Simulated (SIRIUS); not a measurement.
Runs of SIRIUS 7.12.0 on Hf. The structure is hexagonal, space group P6_3/mmc (No. 194). Conventional cell: a = 3.197 Å, b = 3.197 Å, c = 5.058 Å, α = 90.00°, β = 90.00°, γ = 120.00°. Around Hf (site symmetry -6m2) lie 12 Hf at 3.13 to 3.20 Å. 

```csv
level,V0 of scaled cells (Å³/atom),B0 (GPa)
PBE+D3,(a),(b)
PBE+D3(BJ),21.80,112
PBE+D4,22.18,109
PBE,22.49,107
```

Alike in all rows: task equation of state; potentials or basis all-electron FP-LAPW, apw+lo standard; no spin polarisation; cell as given; k mesh 10 × 10 × 5; cutoff (eV) 164; smearing fermi-dirac 0.05 eV.

Problem. Estimate the missing entries.

Solution. (a) 21.77; (b) 110.

Caveats: the cell was scaled at fixed shape and fractional positions, which overstates the stiffness of a crystal with free parameters, most of all of layers and chains.

Not every run made on this cell is shown here.
